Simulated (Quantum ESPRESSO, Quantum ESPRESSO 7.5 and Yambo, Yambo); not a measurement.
**BP (F-43m): G0W0 with Yambo, start to end**

How does a plane-wave GW calculation on BP (F-43m) run from the first input to the gap?

Calculated with Quantum ESPRESSO 7.5 and Yambo 5.3.0; PBE and many-body steps on it, plane waves.

## 1. The structure

The structure is cubic, space group F-43m (No. 216). The conventional cell has a = 4.538 Å, b = 4.538 Å, c = 4.538 Å, α = 90.00°, β = 90.00°, γ = 90.00°. Nearest to B lie 4 P at 1.97 Å. Nearest to P lie 4 B at 1.97 Å. Farther neighbours are not listed.

Structure file:

```cif
data_structure
_symmetry_space_group_name_H-M 'P 1'
_symmetry_Int_Tables_number 1
_cell_length_a 3.2089
_cell_length_b 3.2089
_cell_length_c 3.2089
_cell_angle_alpha 60.000
_cell_angle_beta 60.000
_cell_angle_gamma 60.000
_cell_volume 23.36
loop_
_atom_site_label
_atom_site_type_symbol
_atom_site_fract_x
_atom_site_fract_y
_atom_site_fract_z
_atom_site_occupancy
B1 B 0.00000 0.00000 0.00000 1
P2 P 0.25000 0.25000 0.25000 1
```

The cell and positions come from the Crystallography Open Database and are kept as given unless a step says otherwise.

## 2. Ground state

This step: Quantum ESPRESSO 7.5; DFT, PBE, plane waves, norm-conserving pseudopotentials.

The ground-state density comes first.

Contents of pw.in:

```
&control
  calculation = 'scf'
  prefix = 'x'
  outdir = 'o'
  pseudo_dir = 'pseudo'
/
&system
  ibrav = 0
  nat = 2
  ntyp = 2
  ecutwfc = 68.0
  nbnd = 9
  force_symmorphic = .true.
/
&electrons
  conv_thr = 1e-10
  electron_maxstep = 80
  mixing_beta = 0.5
/
ATOMIC_SPECIES
  B 10.81 B.upf
  P 30.974 P.upf
CELL_PARAMETERS angstrom
  0.0000000000 2.2690000000 2.2690000000
  2.2690000000 0.0000000000 2.2690000000
  2.2690000000 2.2690000000 0.0000000000
ATOMIC_POSITIONS crystal
  B 0.0000000000 0.0000000000 0.0000000000
  P 0.2500000000 0.2500000000 0.2500000000
K_POINTS automatic
  8 8 8 0 0 0
```

The run is started by

```
$ OMP_NUM_THREADS=1 mpirun -n 4 pw.x -nk 4 -in pw.in > pw.out
```

Output:

```text
Program PWSCF v.7.5 starts

     This program is part of the open-source Quantum ESPRESSO suite
     for quantum simulation of materials; please cite
         "P. Giannozzi et al., J. Phys.:Condens. Matter 21 395502 (2009);
         "P. Giannozzi et al., J. Phys.:Condens. Matter 29 465901 (2017);
         "P. Giannozzi et al., J. Chem. Phys. 152 154105 (2020);
     in publications or presentations arising from this work. More details at
     Message from routine setup:
     using ibrav=0 with symmetry is DISCOURAGED, use correct ibrav instead

     G-vector sticks info

     bravais-lattice index     =            0
     lattice parameter (alat)  =       6.0638  a.u.
     unit-cell volume          =     157.6631 (a.u.)^3
     number of atoms/cell      =            2
     number of atomic types    =            2
     number of electrons       =         8.00
     number of Kohn-Sham states=            9
     kinetic-energy cutoff     =      68.0000  Ry
     charge density cutoff     =     272.0000  Ry
     scf convergence threshold =      1.0E-10
     mixing beta               =       0.5000
     number of iterations used =            8  plain     mixing
     Exchange-correlation= PBE
                           (   1   4   3   4   0   0   0)

     celldm(1)=   6.063849  celldm(2)=   0.000000  celldm(3)=   0.000000
     celldm(4)=   0.000000  celldm(5)=   0.000000  celldm(6)=   0.000000

     crystal axes: (cart. coord. in units of alat)
               a(1) = (   0.000000   0.707107   0.707107 )
               a(2) = (   0.707107   0.000000   0.707107 )
               a(3) = (   0.707107   0.707107   0.000000 )

     reciprocal axes: (cart. coord. in units 2 pi/alat)
               b(1) = ( -0.707107  0.707107  0.707107 )
               b(2) = (  0.707107 -0.707107  0.707107 )
               b(3) = (  0.707107  0.707107 -0.707107 )
     Pseudo is Norm-conserving + core correction, Zval =  3.0
     Generated using ONCVPSP code by D. R. Hamann
     Using radial grid of 1534 points,  4 beta functions with:
     Pseudo is Norm-conserving + core correction, Zval =  5.0
     Generated using ONCVPSP code by D. R. Hamann
     Using radial grid of 1298 points,  6 beta functions with:
     B                 3.00    10.81000     B ( 1.00)
     P                 5.00    30.97400     P ( 1.00)

     24 Sym. Ops. (no inversion) found

   Cartesian axes

     site n.     atom                  positions (alat units)
         1        B      tau(   1) = (   0.0000000   0.0000000   0.0000000  )
         2        P      tau(   2) = (   0.3535534   0.3535534   0.3535534  )

     number of k points=    29
                       cart. coord. in units 2pi/alat
        k(    1) = (   0.0000000   0.0000000   0.0000000), wk =   0.0039062
        k(    2) = (   0.0883883   0.0883883  -0.0883883), wk =   0.0312500
        k(    3) = (   0.1767767   0.1767767  -0.1767767), wk =   0.0312500
        k(    4) = (   0.2651650   0.2651650  -0.2651650), wk =   0.0312500
        k(    5) = (  -0.3535534  -0.3535534   0.3535534), wk =   0.0156250
        k(    6) = (   0.1767767   0.0000000   0.0000000), wk =   0.0234375
        k(    7) = (   0.2651650   0.0883883  -0.0883883), wk =   0.0937500
        k(    8) = (   0.3535534   0.1767767  -0.1767767), wk =   0.0937500
        k(    9) = (  -0.2651650  -0.4419417   0.4419417), wk =   0.0937500
        k(   10) = (  -0.1767767  -0.3535534   0.3535534), wk =   0.0937500
     [... 17 further rows ...]
        k(   28) = (  -0.7071068   0.1767767  -0.0000000), wk =   0.0468750
        k(   29) = (  -0.7071068   0.3535534   0.0000000), wk =   0.0234375

     Dense  grid:    11935 G-vectors     FFT dimensions: (  32,  32,  32)

     Initial potential from superposition of free atoms

     starting charge       7.9996, renormalised to       8.0000
     Starting wfcs are    8 randomized atomic wfcs +    1 random wfcs

     per-process dynamical memory:    12.4 Mb

     Self-consistent Calculation

     iteration #  1     ecut=    68.00 Ry     beta= 0.50

     total energy              =     -19.77114222 Ry
     estimated scf accuracy    <       0.15770016 Ry

     iteration #  2     ecut=    68.00 Ry     beta= 0.50

     total energy              =     -19.79268531 Ry
     estimated scf accuracy    <       0.01086019 Ry

     iteration #  3     ecut=    68.00 Ry     beta= 0.50

     total energy              =     -19.79331022 Ry
     estimated scf accuracy    <       0.00186359 Ry

     iteration #  4     ecut=    68.00 Ry     beta= 0.50

     total energy              =     -19.79346775 Ry
     estimated scf accuracy    <       0.00003488 Ry

     iteration #  5     ecut=    68.00 Ry     beta= 0.50

     total energy              =     -19.79347979 Ry
     estimated scf accuracy    <       0.00000918 Ry

     iteration #  6     ecut=    68.00 Ry     beta= 0.50

     total energy              =     -19.79348110 Ry
     estimated scf accuracy    <       0.00000002 Ry

     iteration #  7     ecut=    68.00 Ry     beta= 0.50

     total energy              =     -19.79348116 Ry
     estimated scf accuracy    <       0.00000001 Ry

     iteration #  8     ecut=    68.00 Ry     beta= 0.50

     total energy              =     -19.79348116 Ry
     estimated scf accuracy    <          3.1E-10 Ry

     iteration #  9     ecut=    68.00 Ry     beta= 0.50

     End of self-consistent calculation

          k = 0.0000 0.0000 0.0000 (  1459 PWs)   bands (ev):

    -6.2179   9.2413   9.2413   9.2413  12.6481  12.6481  12.6481  16.5991
    20.7643

          k = 0.0884 0.0884-0.0884 (  1462 PWs)   bands (ev):

    -5.9368   7.3894   8.8139   8.8139  13.1769  13.2379  13.2379  17.3901
    20.4104

          k = 0.1768 0.1768-0.1768 (  1477 PWs)   bands (ev):

    -5.1124   4.3986   8.1252   8.1252  13.2405  14.0061  14.0061  18.8438
    20.1611

          k = 0.2652 0.2652-0.2652 (  1483 PWs)   bands (ev):

     [... further k-points ...]

     highest occupied, lowest unoccupied level (ev):     9.2413   10.5218

!    total energy              =     -19.79348116 Ry
     estimated scf accuracy    <          6.7E-12 Ry

     The total energy is the sum of the following terms:
     one-electron contribution =       6.57260983 Ry
     hartree contribution      =       1.26167595 Ry
     xc contribution           =      -6.64452740 Ry
     ewald contribution        =     -20.98323954 Ry

     convergence has been achieved in   9 iterations

     XML data file, charge density, pseudopotentials, collected wavefunctions

=------------------------------------------------------------------------------=
   JOB DONE.
=------------------------------------------------------------------------------=
```

Run time: 2.2 s. Hardware: 4 MPI ranks of Arm Neoverse V1, shared host; peak memory 0.19 GiB.

This step gave:

* total energy: -269.3040 eV
* gap: 1.281 eV
* k of the valence top: 0, 0, 0
* k of the conduction bottom: 0, 0.375, 0.375
* least direct gap: 3.407 eV

The gap is indirect, with the least direct gap 2.13 eV higher.

## 3. Bands along the symmetry lines

Levels along a band path, at the cheap level, show where the edges lie and whether the meshes to come will hold them.

Contents of pw.in:

```
&control
  calculation = 'bands'
  prefix = 'x'
  outdir = 'o'
  pseudo_dir = 'pseudo'
/
&system
  ibrav = 0
  nat = 2
  ntyp = 2
  ecutwfc = 68.0
  nbnd = 10
  force_symmorphic = .true.
/
&electrons
  conv_thr = 1e-9
  electron_maxstep = 80
  diago_full_acc = .true.
  diago_thr_init = 5e-6
/
ATOMIC_SPECIES
  B 10.81 B.upf
  P 30.974 P.upf
CELL_PARAMETERS angstrom
  0.0000000000 2.2690000000 2.2690000000
  2.2690000000 0.0000000000 2.2690000000
  2.2690000000 2.2690000000 0.0000000000
ATOMIC_POSITIONS crystal
  B 0.0000000000 0.0000000000 0.0000000000
  P 0.2500000000 0.2500000000 0.2500000000
K_POINTS crystal
  50
  0.00000000 0.00000000 0.00000000 1
  -0.06250000 -0.06250000 0.00000000 1
  -0.12500000 -0.12500000 0.00000000 1
  -0.18750000 -0.18750000 0.00000000 1
  -0.25000000 -0.25000000 0.00000000 1
  -0.31250000 -0.31250000 0.00000000 1
  -0.37500000 -0.37500000 0.00000000 1
  -0.43750000 -0.43750000 0.00000000 1
  -0.50000000 -0.50000000 0.00000000 1
  -0.48437500 -0.48437500 0.03125000 1
  -0.46875000 -0.46875000 0.06250000 1
  -0.45312500 -0.45312500 0.09375000 1
  -0.43750000 -0.43750000 0.12500000 1
  -0.42187500 -0.42187500 0.15625000 1
  -0.40625000 -0.40625000 0.18750000 1
  -0.39062500 -0.39062500 0.21875000 1
  -0.37500000 -0.37500000 0.25000000 1
  -0.37500000 0.00000000 0.37500000 1
  -0.32812500 0.00000000 0.32812500 1
  -0.28125000 0.00000000 0.28125000 1
  -0.23437500 0.00000000 0.23437500 1
  -0.18750000 0.00000000 0.18750000 1
  -0.14062500 0.00000000 0.14062500 1
  -0.09375000 0.00000000 0.09375000 1
  -0.04687500 0.00000000 0.04687500 1
  0.00000000 0.00000000 0.00000000 1
  0.00000000 0.00000000 0.06250000 1
  0.00000000 0.00000000 0.12500000 1
  0.00000000 0.00000000 0.18750000 1
  0.00000000 0.00000000 0.25000000 1
  0.00000000 0.00000000 0.31250000 1
  0.00000000 0.00000000 0.37500000 1
  0.00000000 0.00000000 0.43750000 1
  0.00000000 0.00000000 0.50000000 1
  -0.06250000 -0.03125000 0.46875000 1
  -0.12500000 -0.06250000 0.43750000 1
  -0.18750000 -0.09375000 0.40625000 1
  -0.25000000 -0.12500000 0.37500000 1
  -0.31250000 -0.15625000 0.34375000 1
  -0.37500000 -0.18750000 0.31250000 1
  -0.43750000 -0.21875000 0.28125000 1
  -0.50000000 -0.25000000 0.25000000 1
  -0.50000000 -0.28125000 0.21875000 1
  -0.50000000 -0.31250000 0.18750000 1
  -0.50000000 -0.34375000 0.15625000 1
  -0.50000000 -0.37500000 0.12500000 1
  -0.50000000 -0.40625000 0.09375000 1
  -0.50000000 -0.43750000 0.06250000 1
  -0.50000000 -0.46875000 0.03125000 1
  -0.50000000 -0.50000000 0.00000000 1
```

Output:

```text
[banner, memory and clock lines left out]
Program PWSCF v.7.5 starts

     Atomic positions and unit cell read from directory:
     o/x.save/

     Message from routine setup:
     using ibrav=0 with symmetry is DISCOURAGED, use correct ibrav instead

     G-vector sticks info

     bravais-lattice index     =            0
     lattice parameter (alat)  =       6.0638  a.u.
     unit-cell volume          =     157.6631 (a.u.)^3
     number of atoms/cell      =            2
     number of atomic types    =            2
     number of electrons       =         8.00
     number of Kohn-Sham states=           10
     kinetic-energy cutoff     =      68.0000  Ry
     charge density cutoff     =     272.0000  Ry
     Exchange-correlation= PBE
                           (   1   4   3   4   0   0   0)

     celldm(1)=   6.063849  celldm(2)=   0.000000  celldm(3)=   0.000000
     celldm(4)=   0.000000  celldm(5)=   0.000000  celldm(6)=   0.000000

     crystal axes: (cart. coord. in units of alat)
               a(1) = (   0.000000   0.707107   0.707107 )
               a(2) = (   0.707107   0.000000   0.707107 )
               a(3) = (   0.707107   0.707107   0.000000 )

     reciprocal axes: (cart. coord. in units 2 pi/alat)
               b(1) = ( -0.707107  0.707107  0.707107 )
               b(2) = (  0.707107 -0.707107  0.707107 )
               b(3) = (  0.707107  0.707107 -0.707107 )
     Pseudo is Norm-conserving + core correction, Zval =  3.0
     Generated using ONCVPSP code by D. R. Hamann
     Using radial grid of 1534 points,  4 beta functions with:
     Pseudo is Norm-conserving + core correction, Zval =  5.0
     Generated using ONCVPSP code by D. R. Hamann
     Using radial grid of 1298 points,  6 beta functions with:
     B                 3.00    10.81000     B ( 1.00)
     P                 5.00    30.97400     P ( 1.00)

     24 Sym. Ops. (no inversion) found

   Cartesian axes

     site n.     atom                  positions (alat units)
         1        B      tau(   1) = (   0.0000000   0.0000000   0.0000000  )
         2        P      tau(   2) = (   0.3535534   0.3535534   0.3535534  )

     number of k points=    50
                       cart. coord. in units 2pi/alat
        k(    1) = (   0.0000000   0.0000000   0.0000000), wk =   0.0400000
        k(    2) = (   0.0000000   0.0000000  -0.0883883), wk =   0.0400000
        k(    3) = (   0.0000000   0.0000000  -0.1767767), wk =   0.0400000
[...]
[... 38 further rows ...]
        k(   49) = (   0.0441942  -0.0000000  -0.7071068), wk =   0.0400000
        k(   50) = (   0.0000000   0.0000000  -0.7071068), wk =   0.0400000

     Dense  grid:    11935 G-vectors     FFT dimensions: (  32,  32,  32)

     The potential is recalculated from file :
     o/x.save/charge-density

     Starting wfcs are    8 randomized atomic wfcs +    2 random wfcs

     Band Structure Calculation

     End of band structure calculation

          k = 0.0000 0.0000 0.0000 (  1459 PWs)   bands (ev):

    -6.2179   9.2413   9.2413   9.2413  12.6481  12.6481  12.6481  16.5991
    20.7644  21.2875

          k = 0.0000 0.0000-0.0884 (  1463 PWs)   bands (ev):

    -6.1239   8.8552   8.8552   8.9160  12.4613  13.1377  13.1377  16.8310
    20.4537  21.0804

          k = 0.0000 0.0000-0.1768 (  1479 PWs)   bands (ev):

    -5.8428   8.0619   8.0673   8.0673  12.0247  14.2316  14.2317  16.8414
    19.5890  21.6861

          k =-0.0000 0.0000-0.2652 (  1479 PWs)   bands (ev):

[...]
k = 0.0000 0.0000-0.3536 (  1491 PWs)   bands (ev):

[...]
k = 0.0000-0.0000-0.4419 (  1495 PWs)   bands (ev):

[...]
k =-0.0000 0.0000-0.5303 (  1504 PWs)   bands (ev):

[...]
k = 0.0000-0.0000-0.6187 (  1508 PWs)   bands (ev):

[...]
k = 0.5303-0.0000-0.5303 (  1494 PWs)   bands (ev):

[...]
k = 0.0000 0.0000 0.0000 (  1459 PWs)   bands (ev):

[...]
k = 0.1326 0.0000-0.7071 (  1510 PWs)   bands (ev):

[...]
k = 0.0884-0.0000-0.7071 (  1502 PWs)   bands (ev):

[...]
k = 0.0442-0.0000-0.7071 (  1516 PWs)   bands (ev):

    -1.3562   0.6783   5.0593   5.0629  10.7031  11.0325  21.1737  21.2770
    24.2024  25.4788

          k = 0.0000 0.0000-0.7071 (  1524 PWs)   bands (ev):

    -1.3655   0.6632   5.1277   5.1277  10.5886  10.9084  21.3078  21.3078
    24.4515  25.7231

     XML data file, pseudopotentials, collected wavefunctions
```

Wall time 1.8 s (4 MPI ranks); peak memory 0.05 GiB.

This step gave:

| Property | Result |
| --- | --- |
| gap | 1.260 eV |
| k of the valence top | 0, 0, 0 |
| k of the conduction bottom | -0.4375, -0.4375, 0 |
| least direct gap | 3.407 eV |

The gap is 1.260 eV, −0.021 eV from the run before at this level.

Electronic bands along the path, in eV, zero at the top of the highest filled band; v1 is the highest filled band, c1 the lowest empty one:

```tsv
point	v4	v3	v2	v1	c1	c2	c3	c4
Γ	-15.46	0.00	0.00	0.00	3.41	3.41	3.41	7.36
halfway	-13.98	-3.69	-2.73	-2.73	1.82	4.96	7.71	7.71
X	-10.61	-8.58	-4.11	-4.11	1.35	1.67	12.07	12.07
halfway	-10.55	-8.46	-5.05	-3.96	1.65	3.01	11.32	11.62
U	-10.61	-8.16	-6.22	-3.50	2.16	6.00	9.71	10.59
jump to K	-10.61	-8.16	-6.22	-3.50	2.16	6.00	9.71	10.59
halfway	-13.81	-4.91	-3.87	-1.08	4.56	5.09	6.13	8.30
Γ	-15.46	0.00	0.00	0.00	3.41	3.41	3.41	7.36
halfway	-14.35	-4.84	-1.12	-1.12	4.00	4.76	4.76	9.60
L	-12.14	-9.03	-1.76	-1.76	3.78	4.72	4.72	10.13
halfway	-11.48	-8.44	-4.52	-3.11	4.19	5.20	8.29	9.77
W	-10.33	-8.05	-5.67	-5.47	5.33	6.77	7.23	7.45
halfway	-10.48	-8.36	-4.93	-4.86	2.90	3.37	10.21	10.99
X	-10.61	-8.58	-4.11	-4.11	1.35	1.67	12.07	12.07
```

The electronic bands as a text plot (rows in eV, shown from -8.0 to 7.3 only):

```
    6.9 |                   ++++                     +    +
    6.3 |    +            +   +++                       ++
    5.7 |                                           +  +   +
    5.0 |  ++ ++         +      +++         +++++ +++++ +++++
    4.4 |                       +++++      +     +++ +++    +
    3.8 | +     ++      +     ++   +++  +++++++++++++
    3.1 |++            +    ++        ++                     +
    2.5 |  +++    +        +                                  +
    1.9 |     ++   ++++++++                                    ++
    1.2 |       +++++++                                         +
    0.6 |
   -0.1 |**                        ******
   -0.7 | *                      **  *  ****
   -1.3 |  **                   *  **       ****
   -2.0 |    *                **   **    **     *****
   -2.6 |    ***            **   **                 **
   -3.2 |       **        **     **        *          *
   -3.9 |     **  ********      *                    * *        *
   -4.5 |             *                               * *     **
   -5.1 |       **     **     ***           *          * * ***
   -5.8 |                *  **                          ****
   -6.4 |         *       **  **             **
   -7.0 |                   **
   -7.7 |          **      *                   *
         Γ           X  U|K            Γ         L        W     X
```

[end of part 1 of 3]

[Paths, hosts, dates, memory and timing lines, banners, echoed tables and standing remarks are left out of the program output.]

[Logs are printed without paths, hosts, clocks, repeated set-up lines and the standing remarks that a program may print on its own settings, such as how far it seeks lower states.]

[Runs of the session that timed out or met a known fault of the program may be left out.]

[Hosts, paths, dates, database ids (printed as entryN), source tags and the programs' standing remarks are cut or masked in the printed files.]
